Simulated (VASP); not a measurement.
Input of a VASP 6.6.1 run:

The input INCAR:

```
SYSTEM = MgS
PREC = Accurate
ENCUT = 520
EDIFF = 1E-7
ISMEAR = 0
SIGMA = 0.02
LREAL = .False.
LASPH = .True.
NELM = 80
ALGO = Normal
ISIF = 2
LWAVE = .False.
LCHARG = .True.
GGA = PE
LELF = .True.
LVHAR = .True.
NBANDS = 16
```

Contents of KPOINTS:

```
Automatic mesh
0
Gamma
  9 9 4
  0 0 0
```

The input POSCAR:

```
MgS
1.0
    3.9753876997      0.0000000000      0.0000000000
   -1.9876938499      3.4427867379      0.0000000000
    0.0000000000      0.0000000000      6.4193548935
Mg S
2 2
Direct
    0.6666666700      0.3333333300      0.4983122400
    0.3333333300      0.6666666700      0.9983122400
    0.6666666700      0.3333333300      0.8766877600
    0.3333333300      0.6666666700      0.3766877600
```

Potentials or basis: VASP PAW PBE potentials, release 64 (Mg, S).

The run is started by

```sh
$ cat potpaw_PBE.64/Mg/POTCAR potpaw_PBE.64/S/POTCAR > POTCAR
$ mpirun -np 1 vasp_std > vasp.out
```

**Question.** Estimate the pressure.

**Answer.** 3.0 GPa.

**Question.** Estimate the band gap on the k mesh.

**Answer.** 3.66 eV, direct.

Stress tensor (GPa, compression positive):
```
3.06 0.00 0.00
0.00 3.06 0.00
0.00 0.00 2.77
```

Caveat: an odd mesh through Γ misses points on the zone boundary, where band edges often lie.
